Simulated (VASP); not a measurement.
Runs of VASP 6.6.1 on CrO2. It takes space group Fm-3m (No. 225, cubic). The conventional cell has a = 4.766 Å, b = 4.766 Å, c = 4.766 Å, α = 90.00°, β = 90.00°, γ = 90.00°. Cr (site symmetry m-3m) has 8 O at 2.06 Å as nearest neighbours. Around O (site symmetry -43m) lie 4 Cr at 2.06 Å. Measurements of this composition are mostly on another form, of space group No. 136.

```csv
task,level,cell,k mesh,share of exact exchange,grid for exact exchange (PRECFOCK),exchange at q = 0,mesh quality,gap on the mesh (eV),pressure (GPa),moment (μB)
single point,PBE,as given,10 × 10 × 10,-,-,-,not flagged,(b),-7.9,2.00
single point,PBE0(alpha),as given,5 × 5 × 5,0.1,Fast,truncated,coarse,(a),-12.1,2.00
single point,PBE,"atoms moved at random, drawn with an rms of 0.05 Å",10 × 10 × 10,-,-,-,not flagged,0.35,-7.6,2.00
single point,PBE0(alpha),as given,5 × 5 × 5,0.15,Fast,truncated,coarse,1.45,-14.1,2.00
```

Alike in all rows: potentials or basis VASP PAW PBE potentials, release 64 (Cr_pv, O); spin collinear, ferromagnetic start; cutoff (eV) 520; smearing fermi-dirac 0.05 eV.

Question: Estimate the missing entries.

Answer: (a) 1.24; (b) 0.36.

Caveats: some runs use coarse meshes; a cell with one magnetic atom can't hold antiferromagnetic order, which such compounds often take; the PAW data sets were made with another functional, which shifts forces and pressure a little (some runs); an odd mesh through Γ misses points on the zone boundary, where band edges often lie (some runs).
